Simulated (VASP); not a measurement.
Here is a VASP 6.6.1 calculation.

File INCAR:

```
PREC = Accurate ; ENCUT = 520
EDIFF = 1E-6 ; ISMEAR = 0
SIGMA = 0.1 ; LREAL = F
LASPH = T ; NELM = 120
ALGO = Normal ; ISIF = 3
LWAVE = F ; LCHARG = F
GGA = PE ; IBRION = 2
NSW = 90 ; EDIFFG = -0.01
```

The input KPOINTS:

```
regular mesh
0
Gamma
  7 7 11
```

The input POSCAR:

```
Sc
1.0
    4.7300000000      0.0000000000      0.0000000000
    0.0000000000      4.7300000000      0.0000000000
    0.0000000000      0.0000000000      3.1800000000
Sc
4
Direct
    0.0000000000      0.0000000000      0.0000000000
    0.5000000000      0.5000000000      0.0000000000
    0.0000000000      0.5000000000      0.6250000000
    0.5000000000      0.0000000000      0.3750000000
```

Potentials or basis: VASP PAW PBE potentials, release 64 (Sc_sv).

The run is started by

```console
$ cat potpaw_PBE.64/Sc_sv/POTCAR > POTCAR
$ mpirun -np 1 vasp_std > vasp.out
```

Predict the band gap on the k mesh.

none (metal or under the smearing width).

What does it give for the relaxed volume?

24.87 Å³/atom.

Estimate the relaxed cell.

a = 5.231 Å, b = 5.231 Å, c = 3.636 Å, α = 90.00°, β = 90.00°, γ = 90.00°.

The path:
```csv
step,energy change (eV),largest force (eV/Å),pressure (GPa),volume (Å³)
1,0.0000,0.8579,24.96,71.15
2,-1.7540,1.0276,-2.66,103.63
3,-1.7866,1.0484,-0.38,98.37
4,-1.7869,1.0462,-0.67,98.97
5,-1.9112,0.8075,-0.54,98.99
6,-2.0291,0.2314,0.19,98.75
7,-2.0351,0.3179,0.05,98.83
8,-2.0783,0.2538,0.01,99.00
9,-2.1473,0.1060,0.02,99.32
10,-2.0599,0.5881,-0.03,99.29
11,-2.1598,0.0016,0.02,99.39
12,-2.1610,0.0405,0.02,99.41
13,-2.1609,0.0520,0.01,99.41
14,-2.1625,0.0304,0.00,99.47
15,-2.1643,0.0197,-0.07,99.60
16,-2.1641,0.0160,0.28,98.94
17,-2.1644,0.0195,0.09,99.32
18,-2.1646,0.0138,0.08,99.32
19,-2.1649,0.0004,0.09,99.31
20,-2.1649,0.0028,0.10,99.31
21,-2.1648,0.0008,-0.16,99.79
22,-2.1650,0.0014,-0.01,99.49
```

Caveat: the volume moved by over 15 % at a fixed basis, so the end points are rough; the volume moved by +40 % from the deposited cell, more than functionals usually miss. Zero-point motion and thermal expansion aren't in these numbers.
